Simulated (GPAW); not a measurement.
# GaN (P6_3mc) in GPAW: further runs

One crystal, GaN, is run at these levels: BLYP; tasks: dielectric tensor, optical spectrum, second-harmonic response.

Program: GPAW 26.7.0. These are calculated values, not measurements. Logs are shortened: lines on timing, memory, paths and dates and some standing lists are left out, and cuts for length are marked. The log counts tension as positive stress, the text compression.

**What was measured.**

From “Studying electronic properties in GaN without electrical contacts using γ-γ vs e−-γ Perturbed Angular Correlations”, 2019, pmc:6823545, for a bulk crystal of GaN: band gap 3.503 ± 0.005 eV (direct).

The runs below are set against these values where they give the same quantity.

## (1) The crystal as given

It takes space group P6_3mc (No. 186, hexagonal). Conventional cell: a = 3.180 Å, b = 3.180 Å, c = 5.166 Å, α = 90.00°, β = 90.00°, γ = 120.00°. Ga (site symmetry 3m) has 4 N at 1.94 to 1.95 Å as nearest neighbours. N (site symmetry 3m) is surrounded by 4 Ga at 1.94 to 1.95 Å.

## (2) Dielectric tensor, BLYP

Contents of run.py:

```python
import numpy as np
from ase.dft.bandgap import bandgap
from ase.io import read, write
from gpaw import GPAW, PW, setup_paths
from gpaw.response.df import DielectricFunction

setup_paths.insert(0, '.')

atoms = read('POSCAR')

calc = GPAW(mode=PW(600),
            xc='BLYP',
            kpts={'size': (8, 8, 4), 'gamma': True},
            occupations={'name': 'fermi-dirac', 'width': 0.001},
            nbands=18,
            convergence={'density': 1e-06},
            maxiter=150,
            txt='gpaw.txt')
atoms.calc = calc
energy = atoms.get_potential_energy()
calc.write('gs.gpw')
write('result.traj', atoms)
print(f'Energy: {energy:.6f} eV')
print('Fermi level:', round(calc.get_fermi_level(), 4), 'eV')
print(f'Gap: {bandgap(calc)[0]:.4f} eV, direct: {bandgap(calc, direct=True)[0]:.4f} eV')

for size in [(15, 15, 8), (21, 21, 12)]:
    name = 'x'.join(str(n) for n in size)
    dense = calc.fixed_density(kpts={'size': size, 'gamma': True},
                               nbands=46, convergence={'bands': 40},
                               update_fermi_level=True, txt=f'dense-{name}.txt')
    dense.write(f'{name}.gpw', mode='all')
    df = DielectricFunction(f'{name}.gpw', frequencies=np.array([0.0]), hilbert=False, eta=0.001,
                            ecut=60, nbands=40, intraband=False, txt=f'df-{name}.txt')
    for xc in ['RPA', 'LR0.3', 'LR0.1']:
        for direction in ['x', 'y', 'z', [0, 1, 1], [1, 0, 1], [1, 1, 0]]:
            e0, e = df.get_macroscopic_dielectric_constant(xc=xc, direction=direction)
            print(f'{name} {xc} {direction}: {e0:.4f} without, {e:.4f} with local fields')
```

Contents of POSCAR:

```
GaN
1.0
    3.1800000000      0.0000000000      0.0000000000
   -1.5900000000      2.7539607840      0.0000000000
    0.0000000000      0.0000000000      5.1660000000
Ga N
2 2
Direct
    0.6666666667      0.3333333333      0.5000000000
    0.3333333333      0.6666666667      0.0000000000
    0.6666666667      0.3333333333      0.8750000000
    0.3333333333      0.6666666667      0.3750000000
```

Potentials or basis: PAW data sets generated in the run's folder for this functional, pw.

Run with:

```
$ gpaw-setup -f BLYP Ga N
$ OMP_NUM_THREADS=1 python run.py
```

gpaw.txt:

```text
__  _  _
 | _ |_)|_||  |
 |__||  | ||/\| - 26.7.0

Input parameters:
  mode=PW(ecut=600.0),
  convergence={'density': 1e-06},
  kpts=MonkhorstPack(size=(8, 8, 4), gamma=True),
  maxiter=150,
  nbands=18,
  occupations=Occupations(name='fermi-dirac', width=0.001),
  xc=XC(name='BLYP')

Diagonalizing LCAO Hamiltonian
Converting LCAO to pw mode

           N

           Ga
        N

        Ga

Atoms  # Å, Bohr magnetons
|   | symbol |         x |        y |        z |    initial magnetic moments |
|---|--------|-----------|----------|----------|-----------------------------|
| 0 |     Ga |  1.590000 | 0.917987 | 2.583000 | ( 0.0000,  0.0000,  0.0000) |
| 1 |     Ga | -0.000000 | 1.835974 | 0.000000 | ( 0.0000,  0.0000,  0.0000) |
| 2 |      N |  1.590000 | 0.917987 | 4.520250 | ( 0.0000,  0.0000,  0.0000) |
| 3 |      N | -0.000000 | 1.835974 | 1.937250 | ( 0.0000,  0.0000,  0.0000) |

Unit cell  # Å
| periodic |         x |        y |        z |  lengths |     angles |
|----------|-----------|----------|----------|----------|------------|
|      yes |  3.180000 | 0.000000 | 0.000000 | 3.180000 |  90.000000 |
|      yes | -1.590000 | 2.753961 | 0.000000 | 3.180000 |  90.000000 |
|      yes |  0.000000 | 0.000000 | 5.166000 | 5.166000 | 120.000000 |

Number of symmetries: 6
Symmetry operations  # r_c * U_cc + t_c -> r_c
|   | kind |            matrix            |
|---|------|------------------------------|
| 0 |  σ   |  1, 1, 0,  0,-1, 0,  0, 0, 1 |
| 1 |  E   |  1, 0, 0,  0, 1, 0,  0, 0, 1 |
| 2 |  C3  |  0, 1, 0, -1,-1, 0,  0, 0, 1 |
| 3 |  σ   |  0,-1, 0, -1, 0, 0,  0, 0, 1 |
| 4 |  σ   | -1, 0, 0,  1, 1, 0,  0, 0, 1 |
| 5 |  C3  | -1,-1, 0,  1, 0, 0,  0, 0, 1 |

BZ-sampling:
  Number of BZ points: 256
  Number of IBZ points: 35

  Monkhorst-Pack size: [8, 8, 4]
  Monkhorst-Pack shift: [0.0625, 0.0625, 0.125]

K-points  # in reciprocal-cell coordinates
|     |                                coordinates |     weight |
|-----|--------------------------------------------|------------|
|   0 | (  0.00000000,   0.00000000,   0.00000000) | 0.00390625 |
|   1 | (  0.00000000,   0.00000000,   0.25000000) | 0.00781250 |
|   2 | (  0.00000000,   0.00000000,   0.50000000) | 0.00390625 |
|   3 | (  0.12500000,   0.00000000,  -0.25000000) | 0.02343750 |
|   4 | (  0.12500000,   0.00000000,   0.00000000) | 0.02343750 |
|   5 | (  0.12500000,   0.00000000,   0.25000000) | 0.02343750 |
|   6 | (  0.12500000,   0.00000000,   0.50000000) | 0.02343750 |
|   7 | (  0.25000000,  -0.12500000,   0.00000000) | 0.02343750 |
|   8 | (  0.25000000,  -0.12500000,   0.25000000) | 0.04687500 |
|   9 | (  0.25000000,  -0.12500000,   0.50000000) | 0.02343750 |
| ... |                                            |            |
|  34 | (  0.50000000,   0.50000000,   0.50000000) | 0.01171875 |

Plane wave coefficients: 1532
Cutoff: 600.0 eV

Spin-components: 1 (collinear spins)
Bands:           18
Projectors:      20
Spin-degeneracy: 2
Datatype:        complex128

Density:
  Valence electrons: 16.0
  Components: 1
  Grid points: [18 18 30]
  Charge: 0.0  # |e|

Potential:
  Grid points: [18 18 30]

species:
  Ga:
    name:    Gallium
    Z:       31.0
    valence: 3
    core:    28
    charge:  0.0  # [|e|]
    compensation charges:
      type: gauss
      rc: 0.37  # [Å]
      lmax: 2
    cutoffs:
      filter: 2.06  # [Å]
      core: 4.17  # [Å]
    projectors
    | kind |    occ | energy [eV] | rcut [Å] |
    |------|--------|-------------|----------|
    |   4s |  2.000 |      -8.903 |    1.164 |
    |   4p |  1.000 |      -2.515 |    1.164 |
    |    s |        |      18.309 |    1.164 |
    |    p |        |      24.697 |    1.164 |
    |    d |        |       0.000 |    1.164 |

    Using partial waves for Ga as LCAO basis

  N:
    name:    Nitrogen
    Z:       7.0
    valence: 5
    core:    2
    charge:  0.0  # [|e|]
    compensation charges:
      type: gauss
      rc: 0.18  # [Å]
      lmax: 2
    cutoffs:
      filter: 1.11  # [Å]
      core: 0.96  # [Å]
    projectors
    | kind |    occ | energy [eV] | rcut [Å] |
    |------|--------|-------------|----------|
    |   2s |  2.000 |     -18.447 |    0.603 |
    |   2p |  3.000 |      -7.063 |    0.529 |
    |    s |        |       8.764 |    0.603 |
    |    p |        |      20.148 |    0.529 |
    |    d |        |       0.000 |    0.577 |

    Using partial waves for N as LCAO basis

Reference energy: -108757.508249  # eV

eigensolver:
  PPCG
  Converge bands: occupied
  niter=2

density mixing:
  MSR1-Mixer
  Pratt-step length: 0.05
  Maximum mixing coefficient: 0.75
  Old densities: 10
  SVD Regularization: 0.005
  Good broyden scale: 1.0
  Trust region scale: 1.0
  Backstep threshold: 4.0
  History deletion threshold: 6.0
  Fourier metric: weight=20.0, sigma=0.015

occupation numbers:
  Fermi-Dirac:
    width: 0.0010  # eV

poisson solver:
  ecut: 4800.0  # eV

xc functional:
  name: BLYP with 2 nearest neighbor stencil

convergence criteria:
- Maximum integral of absolute [dens]ity change: 1e-06 electrons / valence electron
- Maximum [total energy] change in last 3 cyles: 0.0005 eV / valence electron
- Maximum integral of absolute [eigenst]ate change: 4e-08 eV^2 / valence electron
maximum number of iterations: 150

SCF iterations
|iter     | |      energy | eigst |  dens |
|---------|-|-------------|-------|-------|
|iter:   1| |  -25.669905 | -0.27 |       |
|iter:   2| |  -24.536741 | -1.79 | -0.54 |
|iter:   3| |  -21.456302 | -0.46 | -0.59 |
|iter:   4| |  -21.436705 | -2.83 | -1.28 |
|iter:   5| |  -21.430196 | -3.36 | -1.55 |
|iter:   6| |  -21.430175c| -5.59 | -2.78 |
|iter:   7| |  -21.430187c| -6.10 | -3.16 |
|iter:   8| |  -21.430187c| -7.65c| -4.13 |
|iter:   9| |  -21.430187c| -7.62c| -4.63 |
|iter:  10| |  -21.430187c| -8.08c| -5.00 |
|iter:  11| |  -21.430187c| -9.02c| -5.73 |
|iter:  12| |  -21.430187c| -9.74c| -6.12c|

Converged in 12 steps
Energy contributions relative to reference atoms: (reference = -108757.508249)

Energy contributions:
  Kinetic:          75.273378
  Coulomb:         -65.031439
  Zero:              0.124701
  External:          0.000000
  Xc:              -31.796827
  Entropy:          -0.000000
  Spinorbit:         0.000000
  ----------------------------
  Free energy:     -21.430187
  Extrapolated:    -21.430187

dipole moment: (-0.000023, -0.000040, -11.709487)  # |e|*Ang

Fermi level: 7.039
Eigenvalues  # (at kpt = [0.000, 0.000, 0.000])
| band index |      eig [eV] | occ [0-2] |
|------------|---------------|-----------|
|          0 |        -8.996 |     2.000 |
|          1 |        -6.634 |     2.000 |
|          2 |        -0.067 |     2.000 |
|          3 |         5.902 |     2.000 |
|          4 |         5.902 |     2.000 |
|          5 |         6.887 |     2.000 |
[... 8 lines left out ...]
|         14 |        18.803 |     0.000 |
|         15 |        18.803 |     0.000 |
|        ... |               |           |
|         17 |        22.382 |     0.000 |

Gap: 2.177 eV
Transition (v -> c):
  (s=0, k=0, n=7, [0.00, 0.00, 0.00]) -> (s=0, k=0, n=8, [0.00, 0.00, 0.00])
No difference between direct/indirect transitions
# Writing to gs.gpw (mode='')
```

It took 17 min on 1 thread of Arm Neoverse V1, shared host; peak memory 1.4 GiB.

Results:

```
Free energy                             : -21.4302 eV
Band gap on the k mesh                  : 2.18 eV, direct
Electronic dielectric tensor (diagonal) : 5.24, 5.24, 5.39
```

Electronic dielectric tensor:
```
5.24 0.00 0.00
0.00 5.24 0.00
0.00 0.00 5.39
```

Caveat: the long-wavelength limit can be off by a per cent or two; an odd mesh through Γ misses points on the zone boundary, where band edges often lie.

## (3) Optical spectrum, BLYP

Contents of run.py:

```python
from ase.dft.bandgap import bandgap
from ase.io import read, write
from gpaw import GPAW, PW, setup_paths
from gpaw.response.df import DielectricFunction

setup_paths.insert(0, '.')

atoms = read('POSCAR')

calc = GPAW(mode=PW(600),
            xc='BLYP',
            kpts={'size': (8, 8, 4), 'gamma': True},
            occupations={'name': 'fermi-dirac', 'width': 0.001},
            nbands=18,
            convergence={'density': 1e-06},
            maxiter=150,
            txt='gpaw.txt')
atoms.calc = calc
energy = atoms.get_potential_energy()
calc.write('gs.gpw')
write('result.traj', atoms)
print(f'Energy: {energy:.6f} eV')
print('Fermi level:', round(calc.get_fermi_level(), 4), 'eV')
print(f'Gap: {bandgap(calc)[0]:.4f} eV, direct: {bandgap(calc, direct=True)[0]:.4f} eV')

dense = calc.fixed_density(kpts={'size': (15, 15, 8), 'gamma': True},
                           nbands=78, convergence={'bands': 72},
                           update_fermi_level=True, txt='dense.txt')
dense.write('dense.gpw', mode='all')

df = DielectricFunction('dense.gpw', frequencies={'type': 'nonlinear', 'domega0': 0.05, 'omega2': 10},
                        eta=0.1, ecut=50, nbands=72, eshift=0.5, intraband=False, txt='df.txt')
for direction in ['x', 'z']:
    df.get_dielectric_function(xc='RPA', direction=direction, filename=f'df_{direction}.csv')
    e0, e = df.get_macroscopic_dielectric_constant(xc='RPA', direction=direction)
    print(f'{direction}: static eps {e0:.4f} without, {e:.4f} with local fields')
```

POSCAR is that of step 2.

Potentials or basis: PAW data sets generated in the run's folder for this functional, pw.

Run with:

```
$ gpaw-setup -f BLYP Ga N
$ OMP_NUM_THREADS=1 python run.py
```

gpaw.txt:

```text
__  _  _
 | _ |_)|_||  |
 |__||  | ||/\| - 26.7.0

Input parameters:
  mode=PW(ecut=600.0),
  convergence={'density': 1e-06},
  kpts=MonkhorstPack(size=(8, 8, 4), gamma=True),
  maxiter=150,
  nbands=18,
  occupations=Occupations(name='fermi-dirac', width=0.001),
  xc=XC(name='BLYP')

Diagonalizing LCAO Hamiltonian
Converting LCAO to pw mode

           N

           Ga
        N

        Ga

Atoms  # Å, Bohr magnetons
|   | symbol |         x |        y |        z |    initial magnetic moments |
|---|--------|-----------|----------|----------|-----------------------------|
| 0 |     Ga |  1.590000 | 0.917987 | 2.583000 | ( 0.0000,  0.0000,  0.0000) |
| 1 |     Ga | -0.000000 | 1.835974 | 0.000000 | ( 0.0000,  0.0000,  0.0000) |
| 2 |      N |  1.590000 | 0.917987 | 4.520250 | ( 0.0000,  0.0000,  0.0000) |
| 3 |      N | -0.000000 | 1.835974 | 1.937250 | ( 0.0000,  0.0000,  0.0000) |

Unit cell  # Å
| periodic |         x |        y |        z |  lengths |     angles |
|----------|-----------|----------|----------|----------|------------|
|      yes |  3.180000 | 0.000000 | 0.000000 | 3.180000 |  90.000000 |
|      yes | -1.590000 | 2.753961 | 0.000000 | 3.180000 |  90.000000 |
|      yes |  0.000000 | 0.000000 | 5.166000 | 5.166000 | 120.000000 |

Number of symmetries: 6
Symmetry operations  # r_c * U_cc + t_c -> r_c
|   | kind |            matrix            |
|---|------|------------------------------|
| 0 |  σ   |  1, 1, 0,  0,-1, 0,  0, 0, 1 |
| 1 |  E   |  1, 0, 0,  0, 1, 0,  0, 0, 1 |
| 2 |  C3  |  0, 1, 0, -1,-1, 0,  0, 0, 1 |
| 3 |  σ   |  0,-1, 0, -1, 0, 0,  0, 0, 1 |
| 4 |  σ   | -1, 0, 0,  1, 1, 0,  0, 0, 1 |
| 5 |  C3  | -1,-1, 0,  1, 0, 0,  0, 0, 1 |

BZ-sampling:
  Number of BZ points: 256
  Number of IBZ points: 35

  Monkhorst-Pack size: [8, 8, 4]
  Monkhorst-Pack shift: [0.0625, 0.0625, 0.125]

K-points  # in reciprocal-cell coordinates
|     |                                coordinates |     weight |
|-----|--------------------------------------------|------------|
|   0 | (  0.00000000,   0.00000000,   0.00000000) | 0.00390625 |
|   1 | (  0.00000000,   0.00000000,   0.25000000) | 0.00781250 |
|   2 | (  0.00000000,   0.00000000,   0.50000000) | 0.00390625 |
|   3 | (  0.12500000,   0.00000000,  -0.25000000) | 0.02343750 |
|   4 | (  0.12500000,   0.00000000,   0.00000000) | 0.02343750 |
|   5 | (  0.12500000,   0.00000000,   0.25000000) | 0.02343750 |
|   6 | (  0.12500000,   0.00000000,   0.50000000) | 0.02343750 |
|   7 | (  0.25000000,  -0.12500000,   0.00000000) | 0.02343750 |
|   8 | (  0.25000000,  -0.12500000,   0.25000000) | 0.04687500 |
|   9 | (  0.25000000,  -0.12500000,   0.50000000) | 0.02343750 |
| ... |                                            |            |
|  34 | (  0.50000000,   0.50000000,   0.50000000) | 0.01171875 |

Plane wave coefficients: 1532
Cutoff: 600.0 eV

Spin-components: 1 (collinear spins)
Bands:           18
Projectors:      20
Spin-degeneracy: 2
Datatype:        complex128

Density:
  Valence electrons: 16.0
  Components: 1
  Grid points: [18 18 30]
  Charge: 0.0  # |e|

Potential:
  Grid points: [18 18 30]

species:
  Ga:
    name:    Gallium
    Z:       31.0
    valence: 3
    core:    28
    charge:  0.0  # [|e|]
    compensation charges:
      type: gauss
      rc: 0.37  # [Å]
      lmax: 2
    cutoffs:
      filter: 2.06  # [Å]
      core: 4.17  # [Å]
    projectors
    | kind |    occ | energy [eV] | rcut [Å] |
    |------|--------|-------------|----------|
    |   4s |  2.000 |      -8.903 |    1.164 |
    |   4p |  1.000 |      -2.515 |    1.164 |
    |    s |        |      18.309 |    1.164 |
    |    p |        |      24.697 |    1.164 |
    |    d |        |       0.000 |    1.164 |

    Using partial waves for Ga as LCAO basis

  N:
    name:    Nitrogen
    Z:       7.0
    valence: 5
    core:    2
    charge:  0.0  # [|e|]
    compensation charges:
      type: gauss
      rc: 0.18  # [Å]
      lmax: 2
    cutoffs:
      filter: 1.11  # [Å]
      core: 0.96  # [Å]
    projectors
    | kind |    occ | energy [eV] | rcut [Å] |
    |------|--------|-------------|----------|
    |   2s |  2.000 |     -18.447 |    0.603 |
    |   2p |  3.000 |      -7.063 |    0.529 |
    |    s |        |       8.764 |    0.603 |
    |    p |        |      20.148 |    0.529 |
    |    d |        |       0.000 |    0.577 |

    Using partial waves for N as LCAO basis

Reference energy: -108757.508249  # eV

eigensolver:
  PPCG
  Converge bands: occupied
  niter=2

density mixing:
  MSR1-Mixer
  Pratt-step length: 0.05
  Maximum mixing coefficient: 0.75
  Old densities: 10
  SVD Regularization: 0.005
  Good broyden scale: 1.0
  Trust region scale: 1.0
  Backstep threshold: 4.0
  History deletion threshold: 6.0
  Fourier metric: weight=20.0, sigma=0.015

occupation numbers:
  Fermi-Dirac:
    width: 0.0010  # eV

poisson solver:
  ecut: 4800.0  # eV

xc functional:
  name: BLYP with 2 nearest neighbor stencil

convergence criteria:
- Maximum integral of absolute [dens]ity change: 1e-06 electrons / valence electron
- Maximum [total energy] change in last 3 cyles: 0.0005 eV / valence electron
- Maximum integral of absolute [eigenst]ate change: 4e-08 eV^2 / valence electron
maximum number of iterations: 150

SCF iterations
|iter     | |      energy | eigst |  dens |
|---------|-|-------------|-------|-------|
|iter:   1| |  -25.669905 | -0.27 |       |
|iter:   2| |  -24.536741 | -1.79 | -0.54 |
|iter:   3| |  -21.456302 | -0.46 | -0.59 |
|iter:   4| |  -21.436705 | -2.83 | -1.28 |
|iter:   5| |  -21.430196 | -3.36 | -1.55 |
|iter:   6| |  -21.430175c| -5.59 | -2.78 |
|iter:   7| |  -21.430187c| -6.10 | -3.16 |
|iter:   8| |  -21.430187c| -7.65c| -4.13 |
|iter:   9| |  -21.430187c| -7.62c| -4.63 |
|iter:  10| |  -21.430187c| -8.08c| -5.00 |
|iter:  11| |  -21.430187c| -9.02c| -5.73 |
|iter:  12| |  -21.430187c| -9.74c| -6.12c|

Converged in 12 steps
Energy contributions relative to reference atoms: (reference = -108757.508249)

Energy contributions:
  Kinetic:          75.273378
  Coulomb:         -65.031439
  Zero:              0.124701
  External:          0.000000
  Xc:              -31.796827
  Entropy:          -0.000000
  Spinorbit:         0.000000
  ----------------------------
  Free energy:     -21.430187
  Extrapolated:    -21.430187

dipole moment: (-0.000023, -0.000040, -11.709487)  # |e|*Ang

Fermi level: 7.039
Eigenvalues  # (at kpt = [0.000, 0.000, 0.000])
| band index |      eig [eV] | occ [0-2] |
|------------|---------------|-----------|
|          0 |        -8.996 |     2.000 |
|          1 |        -6.634 |     2.000 |
|          2 |        -0.067 |     2.000 |
|          3 |         5.902 |     2.000 |
|          4 |         5.902 |     2.000 |
|          5 |         6.887 |     2.000 |
[... 8 lines left out ...]
|         14 |        18.803 |     0.000 |
|         15 |        18.803 |     0.000 |
|        ... |               |           |
|         17 |        22.382 |     0.000 |

Gap: 2.177 eV
Transition (v -> c):
  (s=0, k=0, n=7, [0.00, 0.00, 0.00]) -> (s=0, k=0, n=8, [0.00, 0.00, 0.00])
No difference between direct/indirect transitions
# Writing to gs.gpw (mode='')
```

Run time: 14 min. Hardware: 1 thread of Arm Neoverse V1, shared host; peak memory 0.74 GiB.

What came out:

| Quantity | Value |
| --- | --- |
| Free energy | -21.4302 eV |
| Band gap on the k mesh | 2.18 eV, direct |

Dielectric function (mean over the directions given):
| energy (eV) | real part | imaginary part |
| --- | --- | --- |
| 0.25 | 5.05 | 0.00 |
| 1.15 | 5.17 | 0.02 |
| 2.18 | 5.61 | 0.08 |
| 3.17 | 6.00 | 1.37 |
| 4.16 | 6.00 | 1.88 |
| 5.16 | 6.18 | 1.81 |
| 6.15 | 8.18 | 3.98 |
| 7.12 | 3.96 | 7.50 |
| 8.16 | 2.13 | 5.78 |
| 9.18 | -0.26 | 4.97 |
| 10.06 | 1.23 | 4.56 |
| 11.09 | 1.47 | 3.18 |
| 12.08 | 0.46 | 5.57 |
| 13.00 | -2.27 | 4.12 |
| 14.10 | -1.49 | 1.99 |
| 15.13 | -1.17 | 1.75 |
| 16.21 | -1.04 | 1.33 |
| 17.36 | -0.61 | 0.91 |
| 18.58 | -0.44 | 0.53 |
| 19.87 | -0.14 | 0.45 |

Caveat: the long-wavelength limit can be off by a per cent or two; independent-particle spectra lack excitons; an odd mesh through Γ misses points on the zone boundary, where band edges often lie.

[end of part 1 of 2]
